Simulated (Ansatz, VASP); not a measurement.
## TiAl3 in VASP and in Ansatz

```
CELL_PARAMETERS angstrom
3.91299 0.00000 0.00000
0.00000 3.91299 0.00000
0.00000 0.00000 3.91299
ATOMIC_POSITIONS crystal
Ti 0.00000 0.00000 0.00000
Al 0.50000 0.50000 0.00000
Al 0.50000 0.00000 0.50000
Al 0.00000 0.50000 0.50000
```

Alike in both runs: functional LDA; k mesh 8 × 8 × 8; occupations fermi-dirac, width 0.15 eV; no spin polarisation.

Ansatz relaxed the structure, and its values are those at the end. VASP's run is a single point on that final structure, the one shown.

```csv
,VASP,Ansatz
version,VASP 6.6.1,Ansatz 0.2.0
potentials or method,"VASP PAW LDA potentials, release 64 (Ti_sv, Al)","scalar-relativistic, plane waves, PAW"
plane-wave cutoff (eV),520,420
valence electrons in the cell,21,21
```

Ansatz gave:

```
gap on the k mesh at the Fermi level (eV) : none
pressure (GPa)                            : 0.0
```

Estimate VASP's values.

gap on the k mesh at the Fermi level (eV): none; pressure (GPa): 0.2.

A gap of «none» marks a metal or a gap that the smearing closes. Ansatz warned: «pseudo_functional_mismatch».
